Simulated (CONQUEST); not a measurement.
Write the native input for CONQUEST 1.3 that does the following.

```
Task                : single point
Functional          : PBE
Potentials or basis : PseudoDojo NC PBE, SZP, grid cutoff 120 Ha
k mesh              : 7 × 7 × 5
Occupations         : fermi-dirac, width 0.05 eV
Spin                : no spin polarisation
Solver              : diagonalisation
SCF tolerance       : 1e-06
```

Crystal: BAs.

```
As B
1.0
     3.37785    0.00000    0.00000
     0.00000    3.37785    0.00000
     0.00000    0.00000    4.77700
As B
2 2
Direct
  0.00000 0.50000 0.25000
  0.50000 0.00000 0.75000
  0.00000 0.00000 0.00000
  0.50000 0.50000 0.50000
```

One way to write it, as run:

Conquest_input

```
IO.Title BAs
IO.Coordinates coords.dat
IO.FractionalAtomicCoords T
IO.Iprint 2
IO.Iprint_init 1
General.NumberOfSpecies 2
General.PseudopotentialType hamann
AtomMove.TypeOfRun static
AtomMove.FullStress T
Grid.GridCutoff 120
DM.SolutionMethod diagon
Diag.MPMesh T
Diag.GammaCentred T
Diag.MPMeshX 7
Diag.MPMeshY 7
Diag.MPMeshZ 5
Diag.kT 0.00183747
minE.SCTolerance 1e-6
SC.MaxIters 100
IO.AtomChargeOutput T
%block ChemicalSpeciesLabel
1 74.920 As
2 10.810 B
%endblock
```

coords.dat

```
    6.3832096780     0.0000000000     0.0000000000
    0.0000000000     6.3832096780     0.0000000000
    0.0000000000     0.0000000000     9.0272216973
4
  0.0000000000   0.5000000000   0.2500000000 1 T T T
  0.5000000000   0.0000000000   0.7500000000 1 T T T
  0.0000000000   0.0000000000   0.0000000000 2 T T T
  0.5000000000   0.5000000000   0.5000000000 2 T T T
```

Potentials or basis: PseudoDojo NC PBE, SZP, grid cutoff 120 Ha.

Launch:

```sh
$ Conquest
```

It gave:

```json
{
 "Pressure": "10.2 GPa",
 "Band gap on the k mesh": "1.41 eV",
 "Mulliken charges": "As +0.35; B -0.35 e"
}
```

Caveat: the atomic basis is small; Mulliken charges move with the basis; an odd mesh through Γ misses points on the zone boundary, where band edges often lie; the basis of atomic orbitals isn't converged, which shifts pressures, moduli and gaps; the real-space grid breaks the cell's symmetry a little.

Run time: 27 s on 1 thread of Intel(R) Xeon(R) Platinum 8488C (Sapphire Rapids), with other jobs on the host, peak memory 0.41 GiB.
